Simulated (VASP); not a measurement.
**ZnF2: single point with HSE06**

Crystal: ZnF2.

```
Zn F
1.0
     4.71826    0.00000    0.00000
     0.00000    4.71826    0.00000
     0.00000    0.00000    3.13872
Zn F
2 4
Direct
  0.00000 0.00000 0.00000
  0.50000 0.50000 0.50000
  0.30373 0.30373 0.00000
  0.19627 0.80373 0.50000
  0.69627 0.69627 0.00000
  0.80373 0.19627 0.50000
```

* Program: VASP 6.6.1
* Task: single point
* Functional: HSE06
* Potentials or basis: VASP PAW PBE potentials, release 64 (Zn, F)
* Cutoff: 520 eV
* k mesh: 4 × 4 × 6
* Occupations: gaussian, width 0.02 eV
* Spin: no spin polarisation
* Grid for exact exchange (PRECFOCK): Fast
* Screening parameter: 0.2 1/A
* Further INCAR settings: ALGO = Normal; EDIFF = 1e-07

The pressure is 2.1 GPa. The largest force is 0.017 eV/Å and the band gap on the k mesh is 6.04 eV, indirect (least direct gap 6.05 eV).

Forces on the atoms (eV/Å):
```
Zn   0.000  0.000  0.000
Zn   0.000  0.000  0.000
F   -0.012 -0.012  0.000
F    0.012 -0.012  0.000
F    0.012  0.012  0.000
F   -0.012  0.012  0.000
```

Stress tensor (GPa, compression positive):
```
2.05 0.00 0.00
0.00 2.05 0.00
0.00 0.00 2.32
```

Levels at points of the mesh, in eV from the valence-band top:
| k point | band 22 | band 23 | band 24 | band 25 | band 26 | band 27 | band 28 | band 29 | band 30 | band 31 |
| --- | --- | --- | --- | --- | --- | --- | --- | --- | --- | --- |
| (0.00, 0.00, 0.00) | -1.34 | -1.05 | -0.33 | -0.33 | -0.02 | 6.04 | 12.23 | 12.23 | 12.26 | 15.97 |
| (0.50, 0.00, 0.00) | -1.56 | -0.61 | -0.61 | -0.40 | -0.40 | 8.70 | 8.70 | 13.19 | 13.19 | 15.77 |
| (0.50, 0.50, 0.00) | -1.76 | -1.27 | -1.27 | -0.35 | -0.35 | 9.74 | 9.74 | 11.69 | 11.69 | 17.38 |
| (0.00, 0.00, 0.50) | -1.45 | -1.40 | -1.40 | -1.26 | -1.26 | 11.05 | 11.05 | 14.70 | 14.70 | 15.92 |
| (0.50, 0.00, 0.50) | -1.67 | -1.38 | -1.38 | 0.00 | 0.00 | 11.67 | 11.67 | 12.96 | 12.96 | 16.77 |
| (0.50, 0.50, 0.50) | -1.40 | -1.25 | -1.25 | -0.83 | -0.83 | 10.94 | 10.94 | 14.01 | 14.01 | 15.13 |

It took 120 min on 1 thread of Intel(R) Xeon(R) Platinum 8488C (Sapphire Rapids), on a shared host, peak memory 0.32 GiB.

Caveat: the PAW data sets were made with another functional, which shifts forces and pressure a little. A k mesh can miss the band edges.
